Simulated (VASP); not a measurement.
# Ag (Im-3m) in VASP: further runs

The runs below take Ag through relaxation of cell and atoms, single point, with PBEsol.

Program: VASP 6.6.1. These are calculated values, not measurements. Logs are shortened: lines on timing, memory, paths and dates and some standing lists are left out, and cuts for length are marked.

## (1) The crystal as given

It takes space group Im-3m (No. 229, cubic). The conventional cell has a = 3.246 Å, b = 3.246 Å, c = 3.246 Å, α = 90.00°, β = 90.00°, γ = 90.00°. Ag (site symmetry m-3m) is surrounded by 8 Ag at 2.81 Å.

This isn't the form of Ag at room conditions, which is fcc.

## (2) Relaxation of cell and atoms, PBEsol

INCAR reads:

```
SYSTEM = Ag
PREC = Accurate
ENCUT = 300
EDIFF = 1E-7
ISMEAR = 0
SIGMA = 0.1
LREAL = .FALSE.
LASPH = .TRUE.
NELM = 100
ALGO = Normal
ISIF = 3
LWAVE = .FALSE.
LCHARG = .FALSE.
GGA = PS
IBRION = 2
NSW = 90
EDIFFG = -0.005
```

KPOINTS reads:

```
Automatic mesh
0
G
  18 18 18
  0 0 0
```

POSCAR reads:

```
Ag
1.0
   -1.6229757800      1.6229757800      1.6229757800
    1.6229757800     -1.6229757800      1.6229757800
    1.6229757800      1.6229757800     -1.6229757800
Ag
1
Direct
    0.0000000000      0.0000000000      0.0000000000
```

Potentials or basis: VASP PAW PBE potentials, release 64 (Ag).

Command:

```
cat potpaw_PBE.64/Ag/POTCAR > POTCAR
mpirun -np 1 vasp_std > vasp.out
```

OUTCAR:

```text
SYSTEM = Ag
   PREC = Accurate
   ENCUT = 300
   EDIFF = 1E-7
   ISMEAR = 0
   LREAL = .FALSE.
   LASPH = .TRUE.
   NELM = 100
   ISIF = 3
   GGA = PS
   IBRION = 2
   NSW = 90
   EDIFFG = -0.005

 ion  position               nearest neighbor table
   1  0.000  0.000  0.000-

  LATTYP: Found a body centered cubic cell.
 ALAT       =     3.2459515600

  Lattice vectors:

 A1 = (  -1.6229757800,   1.6229757800,   1.6229757800)
 A2 = (   1.6229757800,  -1.6229757800,   1.6229757800)
 A3 = (   1.6229757800,   1.6229757800,  -1.6229757800)

Analysis of symmetry for initial positions (statically):
=====================================================================
 Subroutine PRICEL returns:
 Original cell was already a primitive cell.

 Routine SETGRP: Setting up the symmetry group for a
 body centered cubic supercell.

 Subroutine GETGRP returns: Found 48 space group operations
 (whereof 48 operations were pure point group operations)
 out of a pool of 48 trial point group operations.

The static configuration has the point symmetry O_h .

Analysis of symmetry for dynamics (positions and initial velocities):
=====================================================================
 Subroutine PRICEL returns:
 Original cell was already a primitive cell.

 Routine SETGRP: Setting up the symmetry group for a
 body centered cubic supercell.

 Subroutine GETGRP returns: Found 48 space group operations
 (whereof 48 operations were pure point group operations)
 out of a pool of 48 trial point group operations.

The dynamic configuration has the point symmetry O_h .

 Subroutine INISYM returns: Found 48 space group operations
 (whereof 48 operations are pure point group operations),
 and found     1 'primitive' translations

----------------------------------------------------------------------------------------

                                     Primitive cell

  volume of cell :      17.1000

  direct lattice vectors                    reciprocal lattice vectors
    -1.622975780  1.622975780  1.622975780     0.000000000  0.308076070  0.308076070
     1.622975780 -1.622975780  1.622975780     0.308076070  0.000000000  0.308076070
     1.622975780  1.622975780 -1.622975780     0.308076070  0.308076070  0.000000000

  length of vectors
     2.811076510  2.811076510  2.811076510     0.435685356  0.435685356  0.435685356

  position of ions in fractional coordinates (direct lattice)
     0.000000000  0.000000000  0.000000000

  ion indices of the primitive-cell ions
   primitive index   ion index
                 1           1

----------------------------------------------------------------------------------------

 KPOINTS: Automatic mesh

Automatic generation of k-mesh.
 Grid dimensions read from file:
 generate k-points for:   18   18   18

 Generating k-lattice:

  Cartesian coordinates                     Fractional coordinates (reciprocal lattice)
     0.000000000  0.017115337  0.017115337     0.055555556  0.000000000  0.000000000
     0.017115337  0.000000000  0.017115337     0.000000000  0.055555556  0.000000000
     0.017115337  0.017115337  0.000000000     0.000000000  0.000000000  0.055555556

  Length of vectors
     0.024204742  0.024204742  0.024204742

  Shift w.r.t. Gamma in fractional coordinates (k-lattice)
     0.000000000  0.000000000  0.000000000

 Subroutine IBZKPT returns following result:
 ===========================================

 Found    195 irreducible k-points:

 Following reciprocal coordinates:
            Coordinates               Weight
  0.000000  0.000000  0.000000      1.000000
  0.055556  0.000000  0.000000     12.000000
  0.111111  0.000000  0.000000     12.000000
  0.166667  0.000000  0.000000     12.000000
  0.222222  0.000000  0.000000     12.000000
  0.277778  0.000000  0.000000     12.000000
[... 16 lines left out ...]
  0.333333  0.111111 -0.000000     48.000000
  0.388889  0.111111 -0.000000     48.000000
 [... further k-points ...]
   k-points           NKPTS =    195   k-points in BZ     NKDIM =    195   number of bands    NBANDS=      9
   number of dos      NEDOS =    301   number of ions     NIONS =      1
   total plane-waves  NPLWV =   4096
   dimension x,y,z NGX =    16 NGY =   16 NGZ =   16
   dimension x,y,z NGXF=    32 NGYF=   32 NGZF=   32
   ions per type =               1
   NGX,Y,Z   is equivalent  to a cutoff of   9.46,  9.46,  9.46 a.u.
   NGXF,Y,Z  is equivalent  to a cutoff of  18.92, 18.92, 18.92 a.u.
 SYSTEM =  Ag
   PREC   = accura    normal or accurate (medium, high low for compatibility)
   ISTART =      0    job   : 0-new  1-cont  2-samecut
   ICHARG =      2    charge: 1-file 2-atom 10-const
   ISPIN  =      1    spin polarized calculation?
   LNONCOLLINEAR =      F non collinear calculations
   LSORBIT =      F    spin-orbit coupling
   LASPH  =      T    aspherical Exc in radial PAW
   ENCUT  =  300.0 eV  22.05 Ry    4.70 a.u.   3.97  3.97  3.97*2*pi/ulx,y,z
   NELM   =    100;   NELMIN=  2; NELMDL= -5     # of ELM steps
   EDIFF  = 0.1E-06   stopping-criterion for ELM
   LREAL  =      F    real-space projection
   EDIFFG = -.5E-02   stopping-criterion for IOM
   NSW    =     90    number of steps for IOM
   IBRION =      2    ionic relax: 0-MD 1-quasi-New 2-CG
   NFREE  =      1    steps in history (QN), initial steepest desc. (CG)
   ISIF   =      3    stress and relaxation
   ISYM   =      2    0-nonsym 1-usesym 2-fastsym
   POTIM  = 0.5000    time-step for ionic-motion
   TEBEG  =    0.0;   TEEND  =   0.0 temperature during run
   PSTRESS=    0.0 pullay stress
   NELECT =      11.0000    total number of electrons
   NUPDOWN=      -1.0000    fix difference up-down
   EMIN   =  10.00;   EMAX   =-10.00  energy-range for DOS
   EFERMI =   0.00;   METHOD = LEGACY
   ISMEAR =     0;   SIGMA  =   0.10  broadening in eV -4-tet -1-fermi 0-gaus
   EFERMI_NEDOS =   21; number of points for ismear=-14 and -15
   IALGO  =     38    algorithm
   IMIX   =      4    mixing-type and parameters
     AMIX     =   0.40;   BMIX     =  1.00
     AMIX_MAG =   1.60;   BMIX_MAG =  1.00
  volume/ion in A,a.u.               =      17.10       115.40
  Fermi-wavevector in a.u.,A,eV,Ry     =   1.413211  2.670582 27.173086  1.997165
  Thomas-Fermi vector in A             =   2.534880
   LORBIT       =      0    0 simple, 1 ext, 2 COOP (PROOUT), +10 PAW based schemes
   GGA     = PS    functional components
   LHFCALC =     F    Hartree Fock is set to
   AEXX    =    0.0000 exact exchange contribution
   IVDW    =     0    specifies the selected vdW correction
   LEPSILON=     F    determine dielectric tensor
   LRPA    =     F    only Hartree local field effects (RPA)
 conjugate gradient relaxation of ions
 non-spin polarized calculation
 Gauss-broadening in eV      SIGMA  =   0.10
  energy-cutoff  :      300.00
  volume of cell :       17.10
 maximum number of plane-waves:       236
   NGX =  7   NGY =  7   NGZ =  7

--------------------------------------- Ionic step        1  -------------------------------------------

 number of electron      10.9999983 magnetization

 Free energy of the ion-electron system (eV)
  ---------------------------------------------------
  ext. energy  EPLUGINS =         0.00000000
  ---------------------------------------------------
  free energy    TOTEN  =        -3.27465137 eV

  energy without entropy =       -3.27164804  energy(sigma->0) =       -3.27314970

------------------------ aborting loop because EDIFF is reached ----------------------------------------

  FORCE on cell =-STRESS in cart. coord.  units (eV):
  Direction    XX          YY          ZZ          XY          YZ          ZX
  --------------------------------------------------------------------------------------
  -------------------------------------------------------------------------------------
  Total       -0.2580426     -0.2580426     -0.2580426     -0.0000000      0.0000000     -0.0000000
  in kB      -24.1771904    -24.1771904    -24.1771904     -0.0000000      0.0000000     -0.0000000
  external PRESSURE =     -24.1771904 kB  Pullay stress =       0.0000000 kB

 VOLUME and BASIS-vectors are now :
 -----------------------------------------------------------------------------
  energy-cutoff  :      300.00
  volume of cell :       17.10
      direct lattice vectors                 reciprocal lattice vectors
    -1.622975780  1.622975780  1.622975780     0.000000000  0.308076070  0.308076070
     1.622975780 -1.622975780  1.622975780     0.308076070  0.000000000  0.308076070
     1.622975780  1.622975780 -1.622975780     0.308076070  0.308076070  0.000000000
[... 36 lines left out ...]
 POSITION                                       TOTAL-FORCE (eV/Angst)
 -----------------------------------------------------------------------------------
      1.60277      1.60277     -1.60277         0.000000     -0.000000     -0.000000
 -----------------------------------------------------------------------------------
    total drift:                                0.000000      0.000000     -0.000000

  FREE ENERGIE OF THE ION-ELECTRON SYSTEM (eV)
  ---------------------------------------------------
  free  energy   TOTEN  =        -3.2766354907 eV

  energy  without entropy=       -3.2736344201  energy(sigma->0) =       -3.27513496

--------------------------------------- Ionic step        3  -------------------------------------------

 number of electron      10.9999980 magnetization

 Free energy of the ion-electron system (eV)
  ---------------------------------------------------
  ext. energy  EPLUGINS =         0.00000000
  ---------------------------------------------------
  free energy    TOTEN  =        -3.27776200 eV

  energy without entropy =       -3.27476583  energy(sigma->0) =       -3.27626391

 E-fermi :   8.5235     XC(G=0): -12.5385

 val. band max:        8.5041645421   @ k =  -0.3889   0.4444   0.1111
 cond. band min:       8.5363185316   @ k =   0.2778   0.1667   0.0556
 fundamental gap:      0.0321539895
 Fermi energy:         8.5235388467

 k-point     1 :       0.0000    0.0000    0.0000
  band No.  band energies     occupation
      1       0.5420      2.00000
      2       3.5666      2.00000
      3       3.5666      2.00000
      4       3.5666      2.00000
      5       4.9626      2.00000
      6       4.9626      2.00000
      7      26.5453      0.00000
      8      26.5453      0.00000
      9      26.5453      0.00000

 k-point     2 :       0.0556    0.0000    0.0000
  band No.  band energies     occupation
      1       0.6462      2.00000
      2       3.5399      2.00000
      3       3.5704      2.00000
      4       3.6276      2.00000
      5       4.9327      2.00000
      6       4.9645      2.00000
      7      26.3150      0.00000
      8      26.5230      0.00000
      9      26.6252      0.00000
[... 253 lines left out ...]
 k-point    24 :       0.3889    0.1111   -0.0000
  band No.  band energies     occupation
      1       2.2071      2.00000
      2       2.8365      2.00000
      3       4.7696      2.00000
      4       4.8964      2.00000
      5       5.5343      2.00000
      6       8.6153      0.19450
      7      13.7081      0.00000
      8      20.6672      0.00000
      9      22.8014      0.00000

 [... further k-points ...]

------------------------ aborting loop because EDIFF is reached ----------------------------------------

  FORCE on cell =-STRESS in cart. coord.  units (eV):
  Direction    XX          YY          ZZ          XY          YZ          ZX
  --------------------------------------------------------------------------------------
  -------------------------------------------------------------------------------------
  Total        0.0001739      0.0001739      0.0001739      0.0000000      0.0000000      0.0000000
  in kB        0.0166845      0.0166845      0.0166845      0.0000000      0.0000000      0.0000000
  external PRESSURE =       0.0166845 kB  Pullay stress =       0.0000000 kB

 VOLUME and BASIS-vectors are now :
 -----------------------------------------------------------------------------
  energy-cutoff  :      300.00
  volume of cell :       16.70
      direct lattice vectors                 reciprocal lattice vectors
    -1.610212634  1.610212634  1.610212634     0.000000000  0.310517996  0.310517996
     1.610212634 -1.610212634  1.610212634     0.310517996  0.000000000  0.310517996
     1.610212634  1.610212634 -1.610212634     0.310517996  0.310517996  0.000000000

 POSITION                                       TOTAL-FORCE (eV/Angst)
 -----------------------------------------------------------------------------------
      0.00000     -0.00000      0.00000        -0.000000     -0.000000      0.000000
 -----------------------------------------------------------------------------------
    total drift:                                0.000000      0.000000     -0.000000

  FREE ENERGIE OF THE ION-ELECTRON SYSTEM (eV)
  ---------------------------------------------------
  free  energy   TOTEN  =        -3.2777619992 eV

  energy  without entropy=       -3.2747658296  energy(sigma->0) =       -3.27626391

 reached required accuracy - stopping structural energy minimisation
```

Wall time 11 s (1 thread of Intel Xeon 6975P-C (Granite Rapids), shared host); peak memory 0.13 GiB.

Results:

| Item | Value |
| --- | --- |
| Free energy | -3.2778 eV |
| Relaxed volume | 16.70 Å³/atom |
| Relaxed cell | a = 2.789 Å, b = 2.789 Å, c = 2.789 Å, α = 109.47°, β = 109.47°, γ = 109.47° |
| Space group after relaxing (to 0.05 Å) | Im-3m (No. 229) |
| Energy gained by relaxing | 3.1 meV/atom |
| Ionic steps | 3 |
| Pressure after relaxing | 0.0 GPa |
| Band gap on the k mesh | none (metal or under the smearing width) |

The path:
```csv
step,energy change (eV),largest force (eV/Å),pressure (GPa),volume (Å³)
1,0.0000,0.0000,-2.42,17.10
2,-0.0020,0.0000,1.60,16.47
3,-0.0031,0.0000,0.00,16.70
```

Final structure:
```cif
data_structure
_symmetry_space_group_name_H-M 'P 1'
_symmetry_Int_Tables_number 1
_cell_length_a 2.7890
_cell_length_b 2.7890
_cell_length_c 2.7890
_cell_angle_alpha 109.471
_cell_angle_beta 109.471
_cell_angle_gamma 109.471
_cell_volume 16.70
loop_
_atom_site_label
_atom_site_type_symbol
_atom_site_fract_x
_atom_site_fract_y
_atom_site_fract_z
_atom_site_occupancy
Ag1 Ag 0.00000 0.00000 0.00000 1
```

Caveat: the cutoff is under 1.25 times the usual one of these potentials, so pressure, stress and relaxed cells hold a basis-set (Pulay) error; the PAW data sets were made with another functional, which shifts forces and pressure a little.

[end of part 1 of 2]
